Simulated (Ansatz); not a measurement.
**Si7Ge: enthalpy under pressure, worked through**

The calculation used Ansatz, DFT r2SCAN, scalar-relativistic, plane waves, PAW. Settings: 500 eV cutoff, 8×8×8 k-mesh, Gaussian smearing of 0.02 eV, no spin polarisation.

The relaxed crystal:

```yaml
crystal:
  lattice:
    - [5.46797, 0.00000, 0.00000]
    - [0.00000, 5.46797, 0.00000]
    - [0.00000, 0.00000, 5.46797]
  atoms:
    - { symbol: Si, position: [0.25243, 0.25243, 0.25243] }
    - { symbol: Si, position: [0.00000, 0.50000, 0.50000] }
    - { symbol: Si, position: [0.50000, 0.50000, 0.00000] }
    - { symbol: Si, position: [0.50000, 0.00000, 0.50000] }
    - { symbol: Si, position: [0.74757, 0.25243, 0.74757] }
    - { symbol: Si, position: [0.74757, 0.74757, 0.25243] }
    - { symbol: Si, position: [0.25243, 0.74757, 0.74757] }
    - { symbol: Ge, position: [0.00000, 0.00000, 0.00000] }
```

Cell and atoms were relaxed at each target pressure within the start's symmetry (P-43m), at zero temperature; other phases can be more stable under pressure. H = E + PV with P the target; E is the free energy at the smearing used, whose derivative the pressure is, per atom and counted from zero pressure.

```csv
P (GPa),V (Å³/atom),E − E0 (meV),H − H0 (meV)
0,20.436,0.0,0.0
2,20.032,2.5,252.6
5,19.480,14.4,622.3
10,18.710,50.1,1217.9
20,17.518,159.9,2346.7
```

Q: Thermodynamics gives dH/dP = V along a relaxed path. Integrate V over P by the trapezoid rule and compare with the computed enthalpies.

A: With 1 eV/Å³ = 160.22 GPa, each step adds the mean volume times ΔP / 160.22:
```
P (GPa)  ∫V dP (meV) H − H0 (meV) difference (meV)
      2        252.6         252.6               0.0
      5        622.5         622.3               0.2
     10       1218.4        1217.9               0.5
     20       2349.0        2346.7               2.3
```

V(P) curves upward, so the trapezoid rule runs high; integrating a smooth curve through the same points (P as a polynomial of degree 4 in ln V) puts that excess at about 2.2 meV at 20 GPa, against the 2.3 meV found.

Q: At 20 GPa, how much of the enthalpy change is stored energy and how much is the PV term?

A: E rises by 160 meV/atom and PV is 20 × 17.518 / 160.22 = 2187 meV/atom, so PV makes 93 % of ΔH. So between rival structures at high pressure a small difference in volume can outweigh the difference in energy: 1 % of this volume is worth 21.9 meV/atom at this pressure.

Q: What bulk modulus do the lowest pressures give?

A: From the pressures that the runs reached, -1.95 GPa (20.892 Å³) and 1.98 GPa (20.032 Å³), B = −ΔP/Δln V = 3.93 / 0.0420 = 94 GPa, a mean over that range.

Q: The gap is 0.629 eV at -1.95 GPa and 0.549 eV at 1.98 GPa. What pressure coefficient and volume deformation potential follow?

A: dE_g/dP = -20.1 meV/GPa, and a_V = dE_g/d ln V = −B dE_g/dP = 1.89 eV. A gap that closes or barely moves under pressure is usual where the conduction edge lies away from the zone centre, has d character, or where the bands broaden faster than they shift. If the edges move to other points of the zone within the range, this is a mean of two slopes. Gaps are generalised Kohn–Sham gaps over the whole zone.